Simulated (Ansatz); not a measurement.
The system is Cl.

```
Cl
1.0
     3.14500   -2.25000    0.00000
     3.14500    2.25000    0.00000
     0.00000    0.00000    8.21000
Cl
4
Direct
  0.37000 0.63000 0.40000
  0.13000 0.87000 0.90000
  0.63000 0.37000 0.60000
  0.87000 0.13000 0.10000
```

| Item | Value |
| --- | --- |
| Program | Ansatz 0.2.0 |
| Task | relaxation of cell and atoms |
| Functional | revPBE |
| Dispersion | D4 |
| Potentials or basis | Ansatz PAW |
| Cutoff | 420 eV (not typed: the program's choice for these potentials) |
| k mesh | 7 × 7 × 4 |
| Occupations | fermi-dirac, width 0.05 eV |
| Spin | no spin polarisation |

At the start: volume 29.05 Å³/atom.

Q: Where does the relaxation end?

A: It ends after 9 steps and the volume is 26.80 Å³/atom (-7.7 %); space group Cmce (No. 64, to 0.05 Å).

The path:
```tsv
step	energy change (eV)	largest force (eV/Å)	volume (Å³)
1	0.0000	0.1191	116.19
2	-0.0226	0.0890	111.75
3	-0.0274	0.0019	110.01
4	-0.0325	0.0109	107.81
5	-0.0348	0.0107	107.40
6	-0.0349	0.0752	107.50
7	-0.0353	0.0392	107.05
8	-0.0356	0.0052	107.20
9	-0.0355	0.0051	107.20
```

Final structure:
```
Cl
1.0
     3.20351   -2.06363    0.00000
     3.20351    2.06363    0.00000
     0.00000    0.00000    8.10751
Cl
4
Cartesian
  3.2035 0.5187 3.1802
  3.2035 1.5450 7.2340
  3.2035 -0.5187 4.9273
  3.2035 -1.5450 0.8735
```

Caveat: the plane-wave basis is chosen anew once the cell has moved, so the energies of steps on either side of that aren't comparable; the PAW data sets come from PBE, with cores solved anew for the run's functional, which leaves a small shift of forces and pressure.
